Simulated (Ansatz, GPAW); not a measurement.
**Ru: 3 runs at one level of theory**

```
Ru
1.0
     2.70580    0.00000    0.00000
    -1.35290    2.34329    0.00000
     0.00000    0.00000    4.28190
Ru
2
Direct
  0.66667 0.33333 0.75000
  0.33333 0.66667 0.25000
```

Alike in all runs: task single point; functional PBE; k mesh 11 × 11 × 6; occupations gaussian, width 0.016 eV; no spin polarisation; no spin-orbit coupling. Pressure is positive in compression and, in plane waves, holds the error of the finite cutoff, which Ansatz's Pulay term estimates and takes out.

```tsv
program and potentials	plane-wave cutoff (eV)	notes	pressure (GPa)
Ansatz, Ansatz PAW	420	Pulay term of +0.07 GPa included	4.51
Ansatz, all-electron LAPW, scalar-relativistic	-	-	4.44
GPAW, GPAW PAW data sets (gpaw-data 1.2.1)	600	-	3.57
```

The pressure spans 3.57 (GPAW, GPAW PAW data sets (gpaw-data 1.2.1)) to 4.51 GPa (Ansatz, Ansatz PAW), with all-electron results at 4.44.

The functional is the same throughout but for its coding, so the spread measures potentials, basis and numerics; runs on potential files found faulty are left out.
